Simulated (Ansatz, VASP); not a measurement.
## Sn in VASP and in Ansatz

```xyz
1
Lattice="-1.8947 1.8947 1.8947 1.8947 -1.8947 1.8947 1.8947 1.8947 -1.8947" Properties=species:S:1:pos:R:3 pbc="T T T"
Sn    0.0000    0.0000    0.0000
```

This isn't the form of Sn at room conditions, which is tetragonal (white tin).

Alike in both runs: task single point; functional LDA; k mesh 18 × 18 × 18; occupations gaussian, width 0.15 eV; no spin polarisation.

```csv
,VASP,Ansatz
version,VASP 6.6.1,Ansatz 0.2.0
potentials or method,"VASP PAW LDA potentials, release 64 (Sn_d)","scalar-relativistic, plane waves, PAW"
plane-wave cutoff (eV),520,420
valence electrons in the cell,14,14
```

|  | VASP | Ansatz | Ansatz less VASP |
| --- | --- | --- | --- |
| gap on the k mesh at the Fermi level (eV) | none | none | - |
| pressure (GPa) | -3.3 | -3.2 | +0.04 |

A gap of «none» marks a metal or a gap that the smearing closes.
